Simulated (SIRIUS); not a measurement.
## Mo: equation of state with PBE+D3

Mo:

```
CELL_PARAMETERS angstrom
-1.58381 1.58381 1.58381
1.58381 -1.58381 1.58381
1.58381 1.58381 -1.58381
ATOMIC_POSITIONS crystal
Mo 0.00000 0.00000 0.00000
```

- Program: SIRIUS 7.12.0
- Task: equation of state
- Functional: PBE
- Dispersion: D3
- Potentials or basis: all-electron FP-LAPW
- Cutoff: 169 eV
- Basis: apw+lo standard
- k mesh: 12 × 12 × 12
- Occupations: fermi-dirac, width 0.05 eV
- Spin: no spin polarisation
- Muffin tin radii: Mo 2.5 bohr
- Basis cutoff (gk_cutoff): 3.52 1/bohr
- Cutoff of density and potential (pw_cutoff): 20 1/bohr
- lmax of the basis: 10
- lmax of density and potential: 8
- Valence relativity: iora
- Core states: Mo 1s2s2p3s3p3d

The equilibrium volume is 15.35 Å³/atom and the bulk modulus is 279 GPa. The pressure derivative of the bulk modulus is 4.3 (rough: it moves with the points fitted).

Energy against volume, from the lowest point:
```csv
volume (Å³/atom),energy (meV/atom)
14.938,9.81
15.256,0.00
15.574,2.37
15.892,15.24
16.209,37.50
16.527,68.33
16.845,106.98
```

It took 2.8 min on 1 thread of Arm Neoverse V1, on a shared host, peak memory 0.3 GiB.
